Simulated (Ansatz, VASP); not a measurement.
**BaTiO3: VASP beside Ansatz**

File INCAR:

```
PREC = Accurate ; ENCUT = 520
EDIFF = 1E-7 ; ISMEAR = -1
SIGMA = 0.05 ; LREAL = F
LASPH = T ; NELM = 100
ALGO = Normal ; ISIF = 2
LWAVE = F ; LCHARG = F
GGA = PE ; NBANDS = 28
```

File KPOINTS:

```
regular mesh
0
Gamma
  7 7 7
```

POSCAR

```
BaTiO3
1.0
    4.0262895137      0.0000000000      0.0000000000
    0.0000000000      4.0262895137      0.0000000000
    0.0000000000      0.0000000000      4.0446100470
Ba Ti O
1 1 3
Direct
    0.0000000000      0.0000000000      0.0000000000
    0.5000000000      0.5000000000      0.4900000000
    0.0000000000      0.5000000000      0.5170000000
    0.5000000000      0.0000000000      0.5170000000
    0.5000000000      0.5000000000      0.0190000000
```

File input.yaml:

```yaml
crystal:
  lattice:
    - [4.0262895137, 0.0, 0.0]
    - [0.0, 4.0262895137, 0.0]
    - [0.0, 0.0, 4.044610047]
  atoms:
    - { symbol: Ba, position: [0.0, 0.0, 0.0] }
    - { symbol: Ti, position: [0.5, 0.5, 0.49] }
    - { symbol: O, position: [0.0, 0.5, 0.517] }
    - { symbol: O, position: [0.5, 0.0, 0.517] }
    - { symbol: O, position: [0.5, 0.5, 0.019] }
hamiltonian:
  xc: pbe
  pseudopotentials: { kind: paw, source: ansatz }
kpoints:
  mp_grid: { grid: [7, 7, 7] }
scf:
  occupations: { method: fermi_dirac, width: 0.05 }
output:
  forces: true
  stress: true
  eigenvalues: true
```

Alike in both runs: task single point; functional PBE; k mesh 7 × 7 × 7; occupations fermi-dirac, width 0.05 eV; no spin polarisation.

|  | VASP | Ansatz |
| --- | --- | --- |
| version | VASP 6.6.1 | Ansatz 0.2.0 |
| potentials or method | VASP PAW PBE potentials, release 64 (Ba_sv, Ti_sv, O) | Ansatz PAW earlier set |
| plane-wave cutoff (eV) | 520 | 930 |
| valence electrons in the cell | 40 | 40 |

```csv
,VASP,Ansatz,Ansatz less VASP
gap on the k mesh at the Fermi level (eV),1.82,1.88,+0.055
least direct gap on the mesh (eV),2.03,2.06,+0.022
pressure (GPa),0.8,-0.8,-1.66
largest component of the traceless stress (GPa),0.57,0.53,-0.045
rms of the force components (eV/Å),0.124,0.133,+0.0091
```

Atom by atom the forces differ by 0.016 eV/Å (rms over components).

Caveats: spin-orbit coupling is left out, which moves the levels of the heavy elements; an odd mesh through Γ misses points on the zone boundary, where band edges often lie (VASP); odd divisions of the mesh miss points on the zone boundary, where band edges often lie, so the gap on the mesh can be too wide (Ansatz). Expect the measured gap to be larger: semilocal functionals such as PBE lack the derivative discontinuity.
